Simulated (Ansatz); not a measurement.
Crystal: SnO2 (Cassiterite).

```
Sn O
1.0
     4.73800    0.00000    0.00000
     0.00000    4.73800    0.00000
     0.00000    0.00000    3.18650
Sn O
2 4
Direct
  0.50000 0.50000 0.50000
  0.00000 0.00000 0.00000
  0.80710 0.19290 0.50000
  0.69290 0.69290 0.00000
  0.19290 0.80710 0.50000
  0.30710 0.30710 0.00000
```

Base run:

| Property | Result |
| --- | --- |
| Program | Ansatz 0.2.0 |
| Functional | LDA |
| Potentials or basis | all-electron LAPW, scalar-relativistic |
| Cutoff | 381 eV |
| Density cutoff | 1524 eV |
| Basis error allowed | 0.002 eV/atom |
| k mesh | 6 × 6 × 8 |
| Occupations | fermi-dirac, width 0.05 eV |
| Spin | no spin polarisation |

Its results: band gap on the k mesh 1.14 eV, direct; pressure -0.6 GPa; largest force 0.154 eV/Å.

Q: The run is repeated on the same cell with these changes: functional from LDA to PBEsol. What comes out?

A: Band gap on the k mesh 1.19 eV, direct; pressure 4.7 GPa; largest force 0.208 eV/Å.

PBEsol binds less tightly than LDA, so the same cell stands under more pressure.

Caveats: spin-orbit coupling is left out, which moves the levels of the heavy elements.

Not every run made on this cell is shown here.
